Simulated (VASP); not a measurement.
Si2Mo:

```xyz
9
Lattice="4.5855 0.0000 0.0000 -2.2927 3.9711 0.0000 0.0000 0.0000 6.5798" Properties=species:S:1:pos:R:3 pbc="T T T"
Mo    1.1464    1.9856    5.4831
Mo   -1.1464    1.9856    1.0966
Mo    2.2927    0.0000    3.2899
Si    0.0000    1.3015    3.2899
Si    1.1656    3.3204    1.0966
Si    3.4583    0.6508    5.4831
Si    2.2927    2.6696    3.2899
Si    1.1272    0.6508    1.0966
Si   -1.1656    3.3204    5.4831
```

Measurements of this composition are mostly on another form, of space group No. 139.

- Program: VASP 6.6.1
- Task: relaxation of cell and atoms
- Functional: PBE
- Potentials or basis: VASP PAW PBE potentials, release 54 (Mo_sv, Si)
- Cutoff: 600 eV
- k mesh: 5 × 5 × 3
- Occupations: fermi-dirac, width 0.05 eV
- Spin: no spin polarisation

At the start: pressure 3.6 GPa; volume 13.31 Å³/atom.

Task: Where does the relaxation end?

Result: Over 5 steps the energy falls by 2.5 meV/atom and the volume is 13.53 Å³/atom (+1.7 %); space group P6_222 (No. 180, to 0.05 Å).

Step by step:
```tsv
step	energy change (eV)	largest force (eV/Å)	pressure (GPa)	volume (Å³)
1	0.0000	0.0118	3.63	119.81
2	0.0314	0.0187	-5.07	125.12
3	-0.0226	0.0136	-0.05	121.84
4	-0.0226	0.0138	0.05	121.80
5	-0.0229	0.0024	0.09	121.81
```

Final structure:
```yaml
crystal:
  lattice:
    - [4.61431, 0.00000, 0.00000]
    - [-2.30716, 3.99611, 0.00000]
    - [0.00000, 0.00000, 6.60603]
  atoms:
    - { symbol: Mo, position: [0.50000, 0.50000, 0.83333] }
    - { symbol: Mo, position: [0.00000, 0.50000, 0.16667] }
    - { symbol: Mo, position: [0.50000, 0.00000, 0.50000] }
    - { symbol: Si, position: [0.16397, 0.32795, 0.50000] }
    - { symbol: Si, position: [0.67205, 0.83603, 0.16667] }
    - { symbol: Si, position: [0.83603, 0.16397, 0.83333] }
    - { symbol: Si, position: [0.83603, 0.67205, 0.50000] }
    - { symbol: Si, position: [0.32795, 0.16397, 0.16667] }
    - { symbol: Si, position: [0.16397, 0.83603, 0.83333] }
```
